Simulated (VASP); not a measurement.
The system is BN.

```
N B
1.0
     1.25112    0.72234    3.37293
    -1.25112    0.72234    3.37293
     0.00000   -1.44467    3.37293
N B
1 1
Direct
  0.66724 0.66724 0.66724
  0.00033 0.00033 0.00033
```

The cell is a database's computed one.

```yaml
Program: VASP 6.6.1
Task: relaxation of cell and atoms
Functional: vdW-DF-cx
Potentials_or_basis: VASP PAW PBE potentials, release 64 (N, B)
Cutoff: 600 eV
k_mesh: 12 × 12 × 12
Occupations: fermi-dirac, width 0.05 eV
Spin: no spin polarisation
```

At the start: pressure 2.6 GPa; volume 9.14 Å³/atom.

How do energy, volume and symmetry change on relaxing?

Over 14 steps the energy falls by 4.4 meV/atom and the volume is 8.69 Å³/atom (-5.0 %); space group R3m (No. 160, to 0.05 Å).

The path:
| step | energy change (eV) | largest force (eV/Å) | pressure (GPa) | volume (Å³) |
| --- | --- | --- | --- | --- |
| 1 | 0.0000 | 0.0014 | 2.56 | 18.29 |
| 2 | 0.0052 | 0.0042 | -6.14 | 18.68 |
| 3 | -0.0025 | 0.0005 | -0.73 | 18.43 |
| 4 | -0.0033 | 0.0018 | -0.70 | 18.35 |
| 5 | -0.0053 | 0.0057 | -0.66 | 18.13 |
| 6 | -0.0081 | 0.0159 | -0.53 | 17.68 |
| 7 | -0.0059 | 0.0493 | 0.12 | 16.78 |
| 8 | -0.0087 | 0.0244 | -0.32 | 17.40 |
| 9 | -0.0072 | 0.0619 | 2.66 | 17.23 |
| 10 | -0.0088 | 0.0123 | 0.03 | 17.37 |
| 11 | -0.0088 | 0.0118 | 0.08 | 17.37 |
| 12 | -0.0088 | 0.0120 | 0.07 | 17.37 |
| 13 | -0.0087 | 0.0364 | -0.17 | 17.37 |
| 14 | -0.0088 | 0.0020 | 0.00 | 17.37 |

Final structure:
```
CELL_PARAMETERS angstrom
1.25652 0.72545 3.17619
-1.25652 0.72545 3.17619
0.00000 -1.45090 3.17619
ATOMIC_POSITIONS crystal
N 0.66738 0.66738 0.66738
B 0.00019 0.00019 0.00019
```

Caveat: the PAW data sets were made with another functional, which shifts forces and pressure a little.
